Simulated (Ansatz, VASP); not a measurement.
## Two plane-wave programs on Sb

```
Sb
1.0
     5.11183    0.00000    0.00000
     0.00000    5.11183    0.00000
     0.00000    0.00000    5.11183
Sb
4
Direct
  0.12503 0.12503 0.12503
  0.37497 0.87497 0.62503
  0.62503 0.37497 0.87497
  0.87497 0.62503 0.37497
```

Alike in both runs: functional PBE; k mesh 10 × 10 × 10; occupations gaussian, width 0.1 eV; no spin polarisation.

Ansatz relaxed the structure, and its values are those at the end. VASP's run is a single point on that final structure, the one shown.

```csv
,VASP,Ansatz
version,VASP 6.6.1,Ansatz 0.2.0
potentials or method,"VASP PAW PBE potentials, release 64 (Sb)","scalar-relativistic, plane waves, PAW"
plane-wave cutoff (eV),520,420
valence electrons in the cell,20,60
```

```csv
,VASP,Ansatz,Ansatz less VASP
gap on the k mesh at the Fermi level (eV),none,none,-
pressure (GPa),0.0,0.0,+0.02
```

A gap of «none» marks a metal or a gap that the smearing closes. The functional is the same, so the differences come from potentials, cutoffs and numerics. The two sets of potentials don't hold the same shells in valence.

The runs have no spin-orbit coupling, so splittings on Sb are missing.
